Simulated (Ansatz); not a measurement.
Crystal: TiSi2.

```xyz
6
Lattice="0.0000 4.1175 4.2629 2.3895 0.0000 4.2629 2.3895 4.1175 0.0000" Properties=species:S:1:pos:R:3 pbc="T T T"
Ti    3.5843    6.1763    6.3943
Ti    2.3895    4.1175    4.2629
Si    1.1948    3.3975    2.1314
Si    1.1948    0.7200    2.1314
Si    2.3895    1.3387    4.2629
Si    2.3895    6.8963    4.2629
```

The cell is a database's computed one.

Base run:

```yaml
Program: Ansatz 0.2.0
Functional: BLYP
Potentials_or_basis: Ansatz PAW
Cutoff: 420 eV
Density_cutoff: 1680 eV
k_mesh: 7 × 7 × 7
Occupations: fermi-dirac, width 0.05 eV
Spin: no spin polarisation
```

Its results: band gap on the k mesh none (metal or under the smearing width); pressure 8.9 GPa; largest force 0.017 eV/Å.

**Question.** After a change of settings the same cell gave: band gap on the k mesh none (metal or under the smearing width); pressure -0.2 GPa; largest force 0.016 eV/Å. Which change was it?
A. functional from BLYP to LDA
B. functional from BLYP to r2SCAN; cutoff from 420 eV to 500 eV; density cutoff from 1680 eV to 2000 eV
C. functional from BLYP to RPBE
D. functional from BLYP to PBEsol

**Answer.** B.

Caveats: the PAW data sets come from PBE, with cores solved anew for the run's functional, which leaves a small shift of forces and pressure; the potentials were made for another functional, which shifts forces and pressure (some runs).

Not every run made on this cell is shown here.
